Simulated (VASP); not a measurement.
A run of VASP 6.6.1 is set up as follows.

The input INCAR:

```
ALGO = Normal
EDIFF = 1E-7
ENCUT = 520
GGA = CA
ISIF = 2
ISMEAR = 0
LASPH = True
LCHARG = False
LREAL = False
LWAVE = False
NBANDS = 16
NELM = 100
PREC = Accurate
SIGMA = 0.05
```

KPOINTS

```
k-points
0
Gamma
  9 9 4
```

File POSCAR:

```
MgTe
1.0
    4.5400020208      0.0000000000      0.0000000000
   -2.2700010104      3.9317570832      0.0000000000
    0.0000000000      0.0000000000      7.3950000000
Mg Te
2 2
Direct
    0.3333333333      0.6666666667      0.0000000000
    0.6666666667      0.3333333333      0.5000000000
    0.3333333333      0.6666666667      0.3700000000
    0.6666666667      0.3333333333      0.8700000000
```

Potentials or basis: VASP PAW LDA potentials, release 64 (Mg, Te).

Launch:

```console
$ cat potpaw_LDA.64/Mg/POTCAR potpaw_LDA.64/Te/POTCAR > POTCAR
$ mpirun -np 1 vasp_std > vasp.out
```

Problem. Predict the pressure.

Solution. -0.8 GPa.

Problem. Estimate the band gap on the k mesh.

Solution. 2.32 eV, direct.

Problem. Estimate the largest force.

Solution. 0.208 eV/Å.

Forces on the atoms (eV/Å):
```
Mg   0.000  0.000 -0.208
Mg   0.000  0.000 -0.208
Te   0.000  0.000  0.208
Te   0.000  0.000  0.208
```

Caveat: spin-orbit coupling is left out, which moves the levels of the heavy elements. Expect the measured gap to be larger: semilocal functionals such as LDA lack the derivative discontinuity.
